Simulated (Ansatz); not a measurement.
**MoS2: the cell at several levels of theory**

Cell and atoms of MoS2 built on the database structure prototype are relaxed in turn with PBE-D3(BJ), r2SCAN+rVV10 and PBE-D4.

Program: Ansatz 0.2.0. PAW datasets, plane waves, zero pressure. (Simulation; spin polarisation is off.)

## 1. Starting point

It is trigonal, R3m (No. 160); conventional cell a = 3.184 Å, c = 19.446 Å, 18.97 Å³ an atom. Around Mo lie 6 S at 2.41 Å; around S lie 3 Mo at 2.41 Å.

Structure file:

```
CELL_PARAMETERS angstrom
1.59215 0.91923 6.48210
-1.59215 0.91923 6.48210
0.00000 -1.83846 6.48210
ATOMIC_POSITIONS crystal
Mo 0.99978 0.99978 0.99978
S 0.41293 0.41293 0.41293
S 0.25330 0.25330 0.25330
```

## 2. PBE-D3(BJ): cell and atoms

The input, input.yaml:

```yaml
crystal:
  lattice:
    - [1.5921519155, 0.919229337, 6.4820983796]
    - [-1.5921519155, 0.919229337, 6.4820983796]
    - [0.0, -1.838458674, 6.4820983796]
  atoms:
    - { symbol: Mo, position: [0.99977504, 0.99977504, 0.99977504] }
    - { symbol: S, position: [0.41293022, 0.41293022, 0.41293022] }
    - { symbol: S, position: [0.25329574, 0.25329574, 0.25329574] }
kpoints:
  mp_grid: { grid: [8, 8, 8] }
hamiltonian:
  xc: pbe
  dispersion: d3bj
scf:
  occupations: { method: fermi_dirac, width: 0.02 }
relax:
  f_tol: 0.005
  cell: {}
```

Run with:

```console
ansatz run input.yaml --threads 2 --pin off --max-ram 20275MiB --backend cpu --events-out ev --progress --plain --runs-dir out
```

The runs that follow: Relaxing with r2SCAN+rVV10; Relaxation with PBE-D4.

What does the calculation give? Wanted: for each run, a; c; volume; space group; SCF geometries.

**Answer**, as computed:

```
       level  a (Å)   c (Å)  volume (Å³/atom)  space group  SCF geometries
  PBE-D3(BJ)  3.153  17.990            17.211          R3m               7
r2SCAN+rVV10  3.175  18.582            18.027          R3m               8
      PBE-D4  3.157  18.112            17.374          R3m               6
```

In words: The first relaxation changed the volume by -9.3 % from the start. The volume runs from PBE-D3(BJ) (least) to r2SCAN+rVV10 (most), a spread of 4.7 %, or 1.6 % in length if all axes shared it alike.
